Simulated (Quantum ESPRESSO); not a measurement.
**GaSb: zone-centre phonons under several settings**

```
CELL_PARAMETERS angstrom
0.00000 3.05900 3.05900
3.05900 0.00000 3.05900
3.05900 3.05900 0.00000
ATOMIC_POSITIONS crystal
Sb 0.75000 0.75000 0.75000
Ga 0.00000 0.00000 0.00000
```

All runs used Quantum ESPRESSO 7.5; k mesh 8 × 8 × 8; no spin polarisation.

```tsv
level	potentials	geometry	cutoff (eV)	occupations	volume (Å³/atom)	pressure (GPa)	lowest optical mode without the field (cm⁻¹)
BLYP	PseudoDojo 0.4.1 SR PBE standard	relaxed cell	1088	cold, width 0.272 eV	?	0.5	?
LDA	PseudoDojo 0.4.1 SR LDA standard	relaxed cell	1143	gaussian, width 0.272 eV	27.65	0.0	223
WC	PseudoDojo 0.4.1 SR PBE standard	given cell, atoms relaxed	1088	cold, width 0.2 eV	28.62	-0.1	213
```

Q: What stands in the row left open?

A: Volume 31.54 Å³/atom; lowest optical mode without the field 192 cm⁻¹.

Caveats: the potentials were made for another functional, which shifts forces and pressure (some runs); before the sum rule the acoustic modes lie tens of cm⁻¹ from zero, a sign that the density grid also shifts the optical modes (some runs).

For the row left open. Caveat: the potentials were made for another functional, which shifts forces and pressure; before the sum rule the acoustic modes lie tens of cm⁻¹ from zero, a sign that the density grid also shifts the optical modes.
